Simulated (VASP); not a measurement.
# ZrC (Fm-3m) in VASP: a series of runs, part 2 of 2

VASP 6.6.1.

### 3 Electric field gradients, PBE (volume scaled by 1.04)

Input file INCAR:

```
PREC     = Accurate       # precision mode
ENCUT    = 520            # plane-wave cutoff, eV
EDIFF    = 1E-8           # SCF threshold, eV
ISMEAR   = -1             # smearing method
SIGMA    = 0.05           # smearing width, eV
LREAL    = False          # projectors in reciprocal space
LASPH    = True           # aspherical terms in the spheres
NELM     = 100            # most SCF steps
ALGO     = Normal         # electronic algorithm
ISIF     = 2              # what is computed and relaxed
LWAVE    = False          # write WAVECAR
LCHARG   = False          # write CHGCAR
GGA      = PE             # functional
LEFG     = True         
NBANDS   = 15             # bands
```

Input file KPOINTS:

```
regular mesh
0
Gamma
  15 15 15
```

Input file POSCAR:

```
ZrC
1.0
    0.0000000000      2.3811373624      2.3811373624
    2.3811373624      0.0000000000      2.3811373624
    2.3811373624      2.3811373624      0.0000000000
Zr C
1 1
Direct
    0.5000000000      0.5000000000      0.5000000000
    0.0000000000      0.0000000000      0.0000000000
```

Potentials or basis: VASP PAW PBE potentials, release 64 (Zr_sv, C).

Command:

```bash
$ cat potpaw_PBE.64/Zr_sv/POTCAR potpaw_PBE.64/C/POTCAR > POTCAR
$ mpirun -np 1 vasp_std > vasp.out
```

OUTCAR:

```text
PREC = Accurate
   ENCUT = 520
   EDIFF = 1E-8
   ISMEAR = -1
   LREAL = False
   LASPH = True
   NELM = 100
   ISIF = 2
   GGA = PE

 ion  position               nearest neighbor table
   1  0.500  0.500  0.500-   2 2.38   2 2.38   2 2.38   2 2.38   2 2.38   2 2.38
   2  0.000  0.000  0.000-   1 2.38   1 2.38   1 2.38   1 2.38   1 2.38   1 2.38

  LATTYP: Found a face centered cubic cell.
 ALAT       =     4.7622747248

  Lattice vectors:

 A1 = (   0.0000000000,   2.3811373624,   2.3811373624)
 A2 = (   2.3811373624,   0.0000000000,   2.3811373624)
 A3 = (   2.3811373624,   2.3811373624,   0.0000000000)

Analysis of symmetry for initial positions (statically):
=====================================================================
 Subroutine PRICEL returns:
 Original cell was already a primitive cell.

 Routine SETGRP: Setting up the symmetry group for a
 face centered cubic supercell.

[... 621 lines left out ...]
  volume of cell :       27.00
      direct lattice vectors                 reciprocal lattice vectors
     0.000000000  2.381137362  2.381137362    -0.209983686  0.209983686  0.209983686
     2.381137362  0.000000000  2.381137362     0.209983686 -0.209983686  0.209983686
     2.381137362  2.381137362  0.000000000     0.209983686  0.209983686 -0.209983686

 POSITION                                       TOTAL-FORCE (eV/Angst)
 -----------------------------------------------------------------------------------
      2.38114      2.38114      2.38114        -0.000000      0.000000      0.000000
      0.00000      0.00000      0.00000         0.000000     -0.000000     -0.000000
 -----------------------------------------------------------------------------------
    total drift:                                0.000000      0.000000      0.000000

  FREE ENERGIE OF THE ION-ELECTRON SYSTEM (eV)
  ---------------------------------------------------
  free  energy   TOTEN  =       -19.4443469297 eV

  energy  without entropy=      -19.4415846268  energy(sigma->0) =      -19.44296578

 Electric field gradients (V/A^2)
---------------------------------------------------------------------
 ion       V_xx      V_yy      V_zz      V_xy      V_xz      V_yz
---------------------------------------------------------------------
   1      -0.000    -0.000     0.000    -0.000    -0.000    -0.000
   2      -0.000     0.000    -0.000    -0.000    -0.000    -0.000
---------------------------------------------------------------------

 Electric field gradients after diagonalization (V/A^2)
 (convention: |V_zz| > |V_xx| > |V_yy|)
----------------------------------------------------------------------
 ion       V_xx      V_yy      V_zz     asymmetry (V_yy - V_xx)/ V_zz
----------------------------------------------------------------------
   1       0.000     0.000    -0.000       0.000
   2       0.000     0.000    -0.000       0.000
----------------------------------------------------------------------

           NMR quadrupolar parameters

 Cq : quadrupolar parameter    Cq=e*Q*V_zz/h
 eta: asymmetry parameters     (V_yy - V_xx)/ V_zz
 Q  : nuclear electric quadrupole moment in mb (millibarn)
----------------------------------------------------------------------
 ion       Cq(MHz)       eta       Q (mb)
----------------------------------------------------------------------
   1      -0.000       0.000       1.000
   2      -0.000       0.000       1.000
----------------------------------------------------------------------
```

stdout:

```text
POSCAR found type information on POSCAR ZrC
 POSCAR found :  2 types and       2 ions
 scaLAPACK will be used
 LDA part: xc-table for (Slater+PW92), standard interpolation
 POSCAR, INCAR and KPOINTS ok, starting setup
 FFT: planning ... GRIDC
 FFT: planning ... GRID_SOFT
 FFT: planning ... GRID
 WAVECAR not read
 entering main loop
ion   1

ion   2
```

It took 29 s on 1 thread of Intel Xeon 6975P-C (Granite Rapids), shared host; peak memory 0.19 GiB.

What came out:

```
Free energy            : -19.4443 eV
Pressure               : -6.8 GPa
Band gap on the k mesh : none (metal or under the smearing width)
```

Levels at points of the mesh, in eV from the Fermi level:
| k point | band 4 | band 5 | band 6 | band 7 | band 8 | band 9 | band 10 | band 11 | band 12 | band 13 |
| --- | --- | --- | --- | --- | --- | --- | --- | --- | --- | --- |
| (0.00, 0.00, 0.00) | -25.98 | -11.15 | 0.94 | 0.94 | 0.94 | 1.09 | 1.09 | 1.09 | 2.71 | 2.71 |

Electric field gradients, principal values (V/Å²):
```
atom    Vxx    Vyy    Vzz
1 Zr  0.000  0.000  0.000
 2 C  0.000  0.000  0.000
```
